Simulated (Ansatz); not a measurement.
Molecular dynamics on a 1×2×1 supercell (16 atoms) of PbS (I4/mmm), relaxed with r2SCAN+rVV10. Forces come from PBE in the plane-wave code Ansatz: a Nosé-Hoover thermostat at fixed volume, 1000 K, steps of 1.5 fs. Classical nuclei, no spin polarisation; a few dozen steps show the first response, not equilibrium.

```yaml
crystal:
  lattice:
    - [8.3969062117, 0.0, 0.0]
    - [0.0, 8.3970756195, 0.0]
    - [0.0, 0.0, 5.9549033865]
  atoms:
    - { symbol: Pb, position: [0.1248374589, 0.375, 0.7501601739] }
    - { symbol: Pb, position: [0.6248374589, 0.375, 0.7498398261] }
    - { symbol: Pb, position: [0.8751625411, 0.125, 0.2498398261] }
    - { symbol: Pb, position: [0.3751625411, 0.125, 0.2501601739] }
    - { symbol: S, position: [0.87533305, 0.125, 0.7502173244] }
    - { symbol: S, position: [0.37533305, 0.125, 0.7497826756] }
    - { symbol: S, position: [0.12466695, 0.375, 0.2497826756] }
    - { symbol: S, position: [0.62466695, 0.375, 0.2502173244] }
    - { symbol: Pb, position: [0.1248374589, 0.875, 0.7501601739] }
    - { symbol: Pb, position: [0.6248374589, 0.875, 0.7498398261] }
    - { symbol: Pb, position: [0.8751625411, 0.625, 0.2498398261] }
    - { symbol: Pb, position: [0.3751625411, 0.625, 0.2501601739] }
    - { symbol: S, position: [0.87533305, 0.625, 0.7502173244] }
    - { symbol: S, position: [0.37533305, 0.625, 0.7497826756] }
    - { symbol: S, position: [0.12466695, 0.875, 0.2497826756] }
    - { symbol: S, position: [0.62466695, 0.875, 0.2502173244] }
kpoints:
  mp_grid: { grid: [2, 2, 2] }
hamiltonian:
  xc: pbe
scf:
  occupations: { method: fermi_dirac, width: 0.086 }
md:
  ensemble: nvt_nose_hoover
  temperature: 1000
  timestep: 1.5
  n_steps: 40
  initial_velocities: maxwell_boltzmann
  seed: 9828
```

Run as `ansatz run input.yaml --threads 4 --pin off --max-ram 5529MiB --backend cpu --events-out ev --progress --plain --runs-dir out`.

Q: What wall time did it need on 4 threads of Arm Neoverse V1, on a shared host, load about 0.3 per core, and how much host memory at the peak?

A: About 120 s, with a peak of 1.4 GiB.

```
step  t (fs)  T (K)  free energy F from step 0 (meV/atom)  kinetic energy (meV/atom)  largest force (eV/Å)
   0       0   1000                                   0.0                      121.2                  0.00
   1     1.5    999                                   0.2                      121.0                  0.07
   2       3    995                                   0.6                      120.6                  0.15
   3     4.5    989                                   1.3                      119.9                  0.22
   4       6    981                                   2.4                      118.8                  0.29
   5     7.5    970                                   3.7                      117.5                  0.35
   6       9    957                                   5.2                      115.9                  0.42
   7    10.5    942                                   7.1                      114.1                  0.48
   8      12    924                                   9.2                      112.0                  0.54
   9    13.5    905                                  11.5                      109.7                  0.60
  10      15    884                                  14.1                      107.2                  0.66
  11    16.5    862                                  16.8                      104.5                  0.72
  12      18    838                                  19.7                      101.6                  0.80
  13    19.5    814                                  22.7                       98.6                  0.88
  14      21    788                                  25.9                       95.5                  0.96
  15    22.5    762                                  29.1                       92.3                  1.05
  16      24    736                                  32.3                       89.2                  1.13
  17    25.5    709                                  35.6                       86.0                  1.21
  18      27    684                                  38.8                       82.8                  1.29
  19    28.5    659                                  41.9                       79.8                  1.36
  20      30    635                                  44.9                       76.9                  1.44
  21    31.5    612                                  47.7                       74.2                  1.50
  22      33    591                                  50.4                       71.7                  1.57
  23    34.5    573                                  52.8                       69.4                  1.63
  24      36    556                                  54.9                       67.4                  1.68
  25    37.5    543                                  56.7                       65.8                  1.72
  26      39    532                                  58.2                       64.4                  1.76
  27    40.5    524                                  59.3                       63.5                  1.79
  28      42    519                                  60.0                       62.9                  1.81
  29    43.5    518                                  60.4                       62.8                  1.82
  30      45    520                                  60.3                       63.0                  1.81
  31    46.5    525                                  59.9                       63.6                  1.80
  32      48    534                                  59.1                       64.7                  1.78
  33    49.5    545                                  58.0                       66.1                  1.76
  34      51    560                                  56.5                       67.8                  1.72
  35    52.5    577                                  54.7                       69.9                  1.67
  36      54    597                                  52.7                       72.3                  1.62
  37    55.5    618                                  50.4                       74.9                  1.55
  38      57    642                                  48.0                       77.8                  1.49
  39    58.5    666                                  45.4                       80.8                  1.41
  40      60    692                                  42.7                       83.9                  1.34
```

The temperature starts at 1000 K, is lowest at step 29 (518 K, 43.5 fs) and ends at 692 K. The thermostat hasn't had time to restore it. The atoms start on their lattice sites with kinetic energy alone, so much of it first passes into potential energy. By the last step the atoms have moved 0.25 Å in the root mean square, the drift of the whole cell taken out, 0.45 Å at most.

Positions (Å) and forces (eV/Å) at step 40:
```
Pb   0.882   3.112   4.616    -0.441   0.249  -0.174
Pb   5.092   3.233   4.473     0.788  -0.013  -0.053
Pb   7.393   0.911   1.463     0.545   0.539   0.120
Pb   3.243   1.069   1.488    -0.432   0.204   0.073
S    7.015   1.046   4.361     0.420   0.077  -0.045
S    3.025   1.499   4.490    -0.061  -1.140  -0.154
S    1.197   3.110   1.433     0.058   0.624   0.083
S    5.258   2.883   1.373    -0.103   0.402   0.107
Pb   1.142   7.340   4.357    -0.488  -0.046   0.119
Pb   5.055   7.410   4.549     0.672   0.057  -0.156
Pb   7.492   5.187   1.422    -0.365  -0.550   0.084
Pb   3.358   5.288   1.529    -0.266  -0.394  -0.017
S    7.226   5.309   4.508     0.118   0.828  -0.130
S    3.114   5.309   4.474    -0.836   0.035  -0.151
S    0.972   7.008   1.344     0.639   0.433   0.144
S    5.335   7.677   1.341    -0.249  -1.304   0.150
```
